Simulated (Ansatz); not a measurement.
# HgS: LAPW beside PAW

Does the method matter for HgS? The same cell, functional and mesh are run with full-potential LAPW, frozen-core PAW and datasets made for this crystal.

Computed with Ansatz 0.2.0 (DFT PBE, scalar-relativistic, unless a step's input says otherwise).

## (1) The starting structure

Symmetry: F-43m, No. 216, cubic system. The conventional cell has a = 5.858 Å, b = 5.858 Å, c = 5.858 Å, α = 90.00°, β = 90.00°, γ = 90.00°. Hg (site symmetry -43m) has 4 S at 2.54 Å as nearest neighbours. S (site symmetry -43m) has 4 Hg at 2.54 Å as nearest neighbours.

As a file:

```cif
data_structure
_symmetry_space_group_name_H-M 'P 1'
_symmetry_Int_Tables_number 1
_cell_length_a 4.1422
_cell_length_b 4.1422
_cell_length_c 4.1422
_cell_angle_alpha 60.000
_cell_angle_beta 60.000
_cell_angle_gamma 60.000
_cell_volume 50.26
loop_
_atom_site_label
_atom_site_type_symbol
_atom_site_fract_x
_atom_site_fract_y
_atom_site_fract_z
_atom_site_occupancy
Hg1 Hg 0.00000 0.00000 0.00000 1
S1 S 0.75000 0.75000 0.75000 1
```

The cell is a deposited one (Crystallography Open Database entry 1011368); the temperature and pressure of the measurement aren't taken into account, and nothing was relaxed.

Atoms are numbered in the order of the input: Hg1, S2.

## (2) Full-potential LAPW

input.yaml

```yaml
crystal:
  lattice:
    - [0.0, 2.929, 2.929]
    - [2.929, 0.0, 2.929]
    - [2.929, 2.929, 0.0]
  atoms:
    - { symbol: Hg, position: [0.0, 0.0, 0.0] }
    - { symbol: S, position: [0.75, 0.75, 0.75] }
kpoints:
  mp_grid: { grid: [8, 8, 8] }
  band_path:
    path:
      - [0.0, 0.0, 0.0]
      - [-0.5, -0.5, 0.0]
      - [-0.375, -0.375, 0.25]
      - [-0.375, 0.0, 0.375]
      - [0.0, 0.0, 0.0]
      - [0.0, 0.0, 0.5]
      - [-0.5, -0.25, 0.25]
      - [-0.5, -0.5, 0.0]
    npoints: 8
scf:
  occupations: { method: fermi_dirac, width: 0.02 }
hamiltonian:
  xc: pbe
  pseudopotentials: { kind: all_electron, lapw: { basis_error: 0.001 } }
output:
  forces: true
  stress: true
  eigenvalues: true
  fatbands: true
  populations: true
  dos: { projected: true, de: 0.2, e_range: [-14, 8] }
```

## (3) Frozen-core PAW

input.yaml, as its differences from that of step 2:

```diff
@@ -25,3 +25,3 @@
   xc: pbe
-  pseudopotentials: { kind: all_electron, lapw: { basis_error: 0.001 } }
+  pseudopotentials: { kind: paw }
 output:
@@ -30,4 +30,5 @@
   eigenvalues: true
-  fatbands: true
+  efg: { contact_densities: true }
   populations: true
+  bader: true
   dos: { projected: true, de: 0.2, e_range: [-14, 8] }
```

## (4) Datasets made for this crystal

input.yaml, as its differences from that of step 3:

```diff
@@ -25,3 +25,3 @@
   xc: pbe
-  pseudopotentials: { kind: paw }
+  pseudopotentials: { kind: all_electron, datasets: crystal }
 output:
@@ -31,4 +31 @@
   efg: { contact_densities: true }
-  populations: true
-  bader: true
-  dos: { projected: true, de: 0.2, e_range: [-14, 8] }
```

(Steps that only read results are left out.)

Before running it: what results should come out? Wanted: pressure; gap; Bader charges.

As calculated:

```
           quantity                                           value
           pressure  LAPW 4.05, PAW 4.03, crystal datasets 4.04 GPa
         gap (LAPW)                                            none
Bader charges (PAW)                           Hg1 +0.53, S2 -0.53 e
```

In words: The pressure of 4.0 GPa pushes the cell to expand, with the atoms held in place. There is no gap at this level: the crystal is a metal or semimetal here, or the functional closes a real gap. Spin-orbit coupling is left out of this run, though the cell holds Hg; it can open or close small gaps. S 3p carries the largest share, 84 %, of the projected states within 0.3 eV of the Fermi level. The projection holds only the free atom's occupied shells (Hg 6s, Hg 5d, S 3s, S 3p in this range). PAW lies -0.02 GPa from LAPW in pressure.
